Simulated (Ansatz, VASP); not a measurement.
WC (Qusongite): VASP beside Ansatz

```
CELL_PARAMETERS angstrom
2.90650 0.00000 0.00000
-1.45325 2.51710 0.00000
0.00000 0.00000 2.83660
ATOMIC_POSITIONS crystal
W 0.00000 0.00000 0.00000
C 0.66667 0.33333 0.50000
```

Alike in both runs: task relaxation of cell and atoms; functional RPBE; dispersion D3(BJ); k mesh 10 × 10 × 9; occupations fermi-dirac, width 0.05 eV; no spin polarisation.

```csv
,VASP,Ansatz
version,VASP 6.6.1,Ansatz 0.2.0
potentials or method,"VASP PAW PBE potentials, release 64 (W_sv, C)",Ansatz PAW
plane-wave cutoff (eV),600,420
valence electrons in the cell,18,18
```

```csv
,VASP,Ansatz,Ansatz less VASP
"gap on the k mesh at the Fermi level, each at its own relaxed structure (eV)",none,none,-
relaxed volume (Å³/atom),9.61,9.58,-0.027
relaxed cell length with the largest relative difference (Å),2.774,2.771,-0.0029
energy change over the relaxation (meV/atom),-81,-86,-5.6
```

A gap of «none» marks a metal or a gap that the smearing closes.

Caveats: pairwise dispersion overbinds metals, which lowers pressure and volume; the PAW data sets were made with another functional, which shifts forces and pressure a little (VASP); the plane-wave basis is chosen anew once the cell has moved, so the energies of steps on either side of that aren't comparable (Ansatz); the pressure holds a Pulay correction of +0.3 GPa for the finite cutoff (Ansatz); the PAW data sets come from PBE, with cores solved anew for the run's functional, which leaves a small shift of forces and pressure (Ansatz). The runs have no spin-orbit coupling, so splittings on W are missing.
